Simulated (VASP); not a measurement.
Data:

```
AlSb
1.0
    0.00000     3.09142     3.09142
    3.09142     0.00000     3.09142
    3.09142     3.09142     0.00000
Al Sb
1 1
Cartesian
  0.00000  -0.02500   0.00000
  1.54571   1.54571   1.54571
```

The numbers are results of r2SCAN meta-GGA, VASP's PBE PAW potentials (set 64) (plane waves; VASP 6.6.1), not measurements. Settings: 480 eV cut-off, 8×8×8 Γ-centred mesh, Gaussian smearing of 0.050 eV, potentials Al Sb.

Question: Give the force on each atom (eV/Å).

Answer: 
```json
[
 {"atom": "Al1", "Fx": "0.000", "Fy": "0.204", "Fz": "0.000"},
 {"atom": "Sb2", "Fx": "0.000", "Fy": "-0.204", "Fz": "0.000"}
]
```

Question: Give the stress tensor in GPa (positive for a compressed cell).

Answer: 
```
 0.03   0.00  -0.50
 0.00   0.02   0.00
-0.50   0.00   0.03
```
The pressure is its mean diagonal, 0.03 GPa.

The compound is AlSb in the zinc blende structure. This cell was strained or had an atom moved on purpose.
